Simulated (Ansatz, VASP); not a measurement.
# Two plane-wave programs on ZnSe

```
Zn Se
1.0
     0.00000    2.75128    2.86592
     2.75128    0.00000    2.86592
     2.75128    2.75128    0.00000
Zn Se
1 1
Direct
  0.00000 0.00000 0.00000
  0.75000 0.75000 0.75000
```

Change from the starting cell: strain -0.040 along x and y, +0.000 along z, atoms carried along.

Alike in both runs: task single point; functional PBE; k mesh 8 × 8 × 8; occupations gaussian, width 0.05 eV; no spin polarisation.

|  | VASP | Ansatz |
| --- | --- | --- |
| version | VASP 6.6.1 | Ansatz 0.2.0 |
| potentials or method | VASP PAW PBE potentials, release 64 (Zn, Se) | scalar-relativistic, plane waves, PAW |
| plane-wave cutoff (eV) | 520 | 420 |
| valence electrons in the cell | 18 | 28 |

Ansatz gave:

```
gap on the k mesh at the Fermi level (eV)       : 1.42
least direct gap on the mesh (eV)               : 1.42
pressure (GPa)                                  : 5.6
largest component of the traceless stress (GPa) : 0.96
```

Problem. Estimate VASP's values.

Solution. gap on the k mesh at the Fermi level (eV): 1.42; least direct gap on the mesh (eV): 1.42; pressure (GPa): 5.9; largest component of the traceless stress (GPa): 0.95.

The two sets of potentials don't hold the same shells in valence.
